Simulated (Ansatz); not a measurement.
Relaxed SrF$_{2}$ (fluorite):

```
CELL_PARAMETERS angstrom
      0.00000     5.79063     5.79063
      2.89532     0.00000     2.89532
      2.89532     2.89532     0.00000
ATOMIC_POSITIONS crystal
  Sr 0.00000 0.00000 0.00000
  Sr 0.50000 0.00000 0.00000
  F  0.12500 0.25000 0.25000
  F  0.62500 0.25000 0.25000
  F  0.37500 0.75000 0.75000
  F  0.87500 0.75000 0.75000
```

The atoms are displaced by Q × the pattern below (from a DFPT mode at L = (0.5, 0.0, 0.0), largest move 1; Q in Å), at fixed cell. (q is in reciprocal vectors of the primitive cell; the cell shown is doubled to hold the pattern.)

| atom | x | y | z |
|---|---|---|---|
| Sr1 | -0.577 | 0.577 | 0.577 |
| Sr2 | 0.577 | -0.577 | -0.577 |
| F3 | -0.353 | 0.353 | 0.353 |
| F4 | 0.353 | -0.353 | -0.353 |
| F5 | 0.353 | -0.353 | -0.353 |
| F6 | -0.353 | 0.353 | 0.353 |

Level of theory: r2SCAN (plane waves to 500 eV, PAW, scalar-relativistic; Ansatz, an electronic-structure program). k mesh 5×10×10 (Γ-centred), Fermi-Dirac smearing 0.05 eV. SrF2 was relaxed with its symmetry unable to fall. 

| Q (Å) | −dE/dQ from forces (eV/Å) |
|---|---|
| -0.280 | 14.018 |
| -0.233 | 9.969 |
| -0.187 | 6.928 |
| -0.140 | 4.618 |
| -0.093 | 2.814 |
| -0.047 | 1.330 |
| 0.000 | 0.000 |
| 0.047 | -1.330 |
| 0.093 | -2.814 |
| 0.140 | -4.618 |
| 0.187 | -6.928 |
| 0.233 | -9.969 |
| 0.280 | -14.018 |

**Question.** What harmonic wavenumber does the curvature at Q = 0 give?

**Answer.** 193 cm⁻¹. E″ = 27.95 eV/Å², M = Σ mᵢ|uᵢ|² = 203.6 u, ν̃ = 521.5·√(|E″|/M).

(A displaced cell: forces are minus the slopes of the energy, force constants its curvatures, and phonons follow from these.)
